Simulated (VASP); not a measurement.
**HfN: equation of state with PBEsol**

Crystal: HfN.

```
Hf N
1.0
     0.00000    2.42955    2.42955
     2.42955    0.00000    2.42955
     2.42955    2.42955    0.00000
Hf N
1 1
Cartesian
  0.0000 0.0000 0.0000
  1.2148 1.2148 1.2148
```

The cell comes from a database or a generator and needn't be the stable form of this composition.

| Quantity | Value |
| --- | --- |
| Program | VASP 6.6.1 |
| Task | equation of state |
| Functional | PBEsol |
| Potentials or basis | VASP PAW PBE potentials, release 64 (Hf_pv, N) |
| Cutoff | 520 eV |
| k mesh | 8 × 8 × 8 |
| Occupations | fermi-dirac, width 0.05 eV |
| Spin | no spin polarisation |
| Ladder | gaps |
| Further INCAR settings | ALGO = Normal; EDIFF = 1e-07 |

```json
{
 "Equilibrium volume": "14.35 Å³/atom",
 "Bulk modulus": "209 GPa",
 "Pressure derivative of the bulk modulus": "4.2 (rough: it moves with the points fitted)"
}
```

Energy against volume, from the lowest point:
```tsv
volume (Å³/atom)	energy (meV/atom)
13.767	16.48
14.054	4.07
14.341	0.00
14.628	3.46
14.915	13.69
```

All runs of the series together: 52 s on 1 thread of Intel(R) Xeon(R) Platinum 8488C (Sapphire Rapids) (shared host).

Caveat: the PAW data sets were made with another functional, which shifts forces and pressure a little. Spin-orbit coupling is left out, which matters for the levels of Hf.
